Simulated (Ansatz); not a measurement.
# PbF2, pressure series

Start from PbF2 in the fluorite structure (space group Fm-3m, No. 225; a = 5.899 Å).

Cell and atoms are relaxed at each pressure.

All numbers come from PBEsol (Ansatz, an electronic-structure program, PAW, without spin-orbit coupling).

Notes on the quantities. enthalpy: H = E + PV relative to the base's energy.

| change | band gap | enthalpy | lattice parameter a |
|---|---|---|---|
| base | 4.31 eV | – | 589.9 pm |
| pressure −2 GPa | 4.31 eV | -0.22 eV/atom | 595.4 pm |
| pressure −1 GPa | 4.31 eV | -0.11 eV/atom | 592.5 pm |
| pressure 0.3 GPa | 4.30 eV | +0.03 eV/atom | 589.1 pm |
| pressure 0.7 GPa | 4.30 eV | +0.07 eV/atom | 588.1 pm |
| pressure 1.5 GPa | 4.30 eV | +0.16 eV/atom | 586.2 pm |
| pressure 3 GPa | 4.29 eV | +0.31 eV/atom | 582.8 pm |
| pressure 5 GPa | 4.28 eV | +0.52 eV/atom | 578.7 pm |
| pressure 7.5 GPa | 4.26 eV | +0.77 eV/atom | 574.2 pm |
| pressure 10 GPa | 4.25 eV | +1.01 eV/atom | 570.1 pm |

With Pb present, leaving out spin-orbit coupling can change the band edges. Load acts through the strain it causes; cell and atoms are relaxed under it. Whether these cells are dynamically stable was not tested. No other phases were tried under pressure.
